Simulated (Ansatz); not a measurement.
# Sn3Se (Pm-3m): comparison of functionals at one structure

How far apart do the functionals lie for Sn3Se (Pm-3m) at one structure? Wanted for Sn3Se (Pm-3m): a comparison of functionals at one structure.

Computed with Ansatz 0.2.0 through its Python package. The levels of theory stand in the script.

**1. Starting point**

Symmetry: Pm-3m, No. 221, cubic system. Conventional cell: a = 4.742 Å, b = 4.742 Å, c = 4.742 Å, α = 90.00°, β = 90.00°, γ = 90.00°. Around Sn (site symmetry 4/mmm) lie 8 Sn at 3.35 Å and 4 Se at 3.35 Å. Se (site symmetry m-3m) has 12 Sn at 3.35 Å as nearest neighbours.

The script holds or builds the structure itself.

**2. Script**

xc.py reads:

```python
# -*- coding: utf-8 -*-
"""Functional comparison for Sn3Se (totals differ with the potentials too)."""

import csv
import logging
import sys

import ansatz as az
from ase import Atoms

logging.basicConfig(stream=sys.stdout, format="%(levelname)s %(message)s")
log = logging.getLogger("calc")
log.setLevel(logging.INFO)

SMEARING = "Fermi-Dirac"


def main():
    atoms = Atoms(
        ["Sn", "Sn", "Sn", "Se"],
        scaled_positions=[
            [0.0, 0.5, 0.5],
            [0.5, 0.0, 0.5],
            [0.5, 0.5, 0.0],
            [0.0, 0.0, 0.0],
        ],
        cell=[
            [4.741879, 0.0, 0.0],
            [0.0, 4.741879, 0.0],
            [0.0, 0.0, 4.741879],
        ],
        pbc=True,
    )
    xtal = az.Crystal.from_ase(atoms)

    job = (
        xtal.calculation()
        .pseudopotentials("paw")
        .basis(21 * az.Ha)
        .kpoints(6)
        .occupations(SMEARING)
        .forces()
        .stress()
    )

    rows = []
    for value in ["pbe", "pbesol", "lda", "blyp"]:
        report = job.functional(value).run().report
        rows.append((value, report["free_energy_ev"] / len(report["lattice"]["sites"]), report["n_iterations"], sum(report["stress_gpa"][i][i] for i in range(3)) / 3, max(abs(f) for row in report["forces_ev_ang"] for f in row), report["n_kpoints"]))

    with open("xc.csv", "w", newline="") as handle:
        writer = csv.writer(handle)
        writer.writerow(["functional", "F/atom (eV)", "iterations", "P (GPa)", "max component (eV/A)", "k-points"])
        writer.writerows([round(v, 5) if isinstance(v, float) else v for v in row] for row in rows)
    print(open("xc.csv").read())


if __name__ == "__main__":
    main()
```

**3. What the engine is handed**

The engine receives this input (first run):

```yaml
crystal:
  lattice:
    - [4.741879, 0.0, 0.0]
    - [0.0, 4.741879, 0.0]
    - [0.0, 0.0, 4.741879]
  atoms:
    - { symbol: Sn, position: [0.0, 0.5, 0.5] }
    - { symbol: Sn, position: [0.5, 0.0, 0.5] }
    - { symbol: Sn, position: [0.5, 0.5, 0.0] }
    - { symbol: Se, position: [0.0, 0.0, 0.0] }
basis:
  ecutwfc: 571.4391111657479
kpoints:
  mp_grid:
    grid: [6, 6, 6]
hamiltonian:
  xc: pbe
  pseudopotentials:
    kind: paw
scf:
  occupations:
    method: fermi_dirac
output:
  forces: true
  stress: true
```

**4. Running it**

Started as:

```
$ python xc.py
```

The program printed:

```text
functional,F/atom (eV),iterations,P (GPa),max component (eV/A),k-points
pbe,-5885.38927,7,0.24868,0.0,20
pbesol,-5818.37112,7,-2.65286,0.0,20
lda,-5755.41891,8,-3.92091,0.0,20
blyp,-5900.30616,8,4.90537,0.0,20
```

Wall time 23 s (1 thread of Arm Neoverse V2, shared host); peak memory 0.51 GiB.

**5. What changed from run to run**

The engine's inputs for the other runs:

Run 2, against run 1:

```diff
@@ -17 +17 @@
-  xc: pbe
+  xc: pbesol
```

Run 3, against run 1:

```diff
@@ -17 +17 @@
-  xc: pbe
+  xc: lda
```

Run 4, against run 1:

```diff
@@ -17 +17 @@
-  xc: pbe
+  xc: blyp
```

**6. The runs side by side**

One row for each of the 4 runs:

```tsv
run	functional	energy (eV/atom)	pressure (GPa)	SCF cycles	CPU time (s)
1	pbe	-5885.3893	0.25	7	5.6
2	pbesol	-5818.3711	-2.65	7	5.5
3	lda	-5755.4189	-3.92	8	5.7
4	blyp	-5900.3062	4.91	8	5.8
```

Energies are free energies F = E - TS of the smeared occupations. Totals hang on method, basis and potentials, so only like runs compare.

**7. What came out**

```
             quantity                         value
        runs compared                             4
pressure at this cell  -3.9 (lda) to 4.9 GPa (blyp)
```

In words: From lowest to highest: LDA (-3.9 GPa), PBEsol (-2.7 GPa), PBE (0.2 GPa) and BLYP (4.9 GPa). At a fixed cell a lower pressure usually means a smaller equilibrium volume, so LDA prefers the smallest cell and BLYP the largest. Reading the output:
- The mesh is modest for a metal, so energies can be off by several to tens of meV an atom and pressures by half a GPa or more; differences at equal mesh fare better.
- Forces vanish by symmetry here and test nothing.
- Pressure is positive in compression.
- This cell is a computed structure, which may not be the phase found in nature.
- Total energies of different functionals can't be compared; pressures, moments and gaps at this one structure can.
